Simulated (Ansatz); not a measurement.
Run this with Ansatz 0.2.0, Python API and show what comes out.

`transition_snse2.py`
```python
"""Enthalpies of two structures of SnSe2 under pressure."""

import warnings

import ansatz
import numpy as np


def fluorite(a_site, b_site, a):
    return (
        ansatz.Lattice.fcc(a)
        .space_group(225)
        .atom(a_site, (0, 0, 0))
        .atom(b_site, (0.25, 0.25, 0.25))
        .primitive()
    )


def cdi2(first, second, a):
    return (
        ansatz.Lattice.from_parameters(a, a, 1.6 * a, alpha=90, beta=90, gamma=120)
        .space_group(164)
        .atom(first, (0, 0, 0))
        .atom(second, (1 / 3, 2 / 3, 0.25))
    )


def solve(name, crystal, pressure=0.0):
    calc = (
        crystal.calculation()
        .functional("pbe")
        .basis(460)
        .kpoints(spacing=0.3)
        .occupations("fermi_dirac", width=0.02)
    )
    calc = calc.relax(force_tolerance=0.02, cell=True, pressure=pressure)
    return calc.run(threads=1)


def volume_per_atom(outcome):
    return abs(np.linalg.det(outcome.lattice.cell_ang)) / len(outcome.lattice.sites)


def main() -> None:
    warnings.simplefilter("ignore", ansatz.DeckWarning)

    phases = {}
    phases["fluorite"] = fluorite("Sn", "Se", 6.45)
    phases["CdI2"] = cdi2("Sn", "Se", 3.82)

    # enthalpy per atom at each pressure
    pressures = [0, 5, 10, 20]
    enthalpy, volume = {name: [] for name in phases}, {name: [] for name in phases}
    for p in pressures:
        for name, crystal in phases.items():
            o = solve(name, crystal, pressure=p)
            volume[name].append(volume_per_atom(o))
            enthalpy[name].append(o.report["energy_sigma0_ev"] / len(o.lattice.sites) + p * volume[name][-1] / 160.21766)
    gap = np.array(enthalpy["CdI2"]) - np.array(enthalpy["fluorite"])
    rows = [(p, va, vb, 1000 * d) for p, va, vb, d in zip(pressures, volume["fluorite"], volume["CdI2"], gap)]
    print("   P (GPa)  V fluorite (A^3/atom)  V CdI2 (A^3/atom)  H(CdI2) - H(fluorite) (meV/atom)")
    for row in rows:
        print(f"{row[0]:10d}  {row[1]:21.3f}  {row[2]:17.3f}  {row[3]:+32.1f}")
    crossings = [p0 - g0 * (p1 - p0) / (g1 - g0) for p0, p1, g0, g1 in zip(pressures, pressures[1:], gap, gap[1:]) if g0 * g1 < 0]
    print("crossing near", [round(float(p), 1) for p in crossings], "GPa") if crossings else print("no crossing in this range")


if __name__ == "__main__":
    main()
```

```console
$ python transition_snse2.py
   P (GPa)  V fluorite (A^3/atom)  V CdI2 (A^3/atom)  H(CdI2) - H(fluorite) (meV/atom)
         0                 27.248             30.008                            -440.3
         5                 24.912             24.094                            -442.9
        10                 23.445             22.194                            -476.4
        20                 21.343             20.288                            -549.0
no crossing in this range
```

Reading the output:
- At a fixed pressure a relaxation lowers the enthalpy F + PV, while F alone can rise.
- For the metals among these phases the mesh is modest: differences between phases can be off by up to 40 meV an atom.
- Only these two structures are compared, at zero temperature and with their symmetry kept; either may be hypothetical, and another phase may be lower than both. Differences under about 40 meV an atom lie within the error of mesh and functional.
- The cells are prototypes set up for this calculation and needn't exist.
- It ran for 2.8 min on 1 thread of Arm Neoverse V1, with other jobs on the host, peak memory 0.49 GiB.
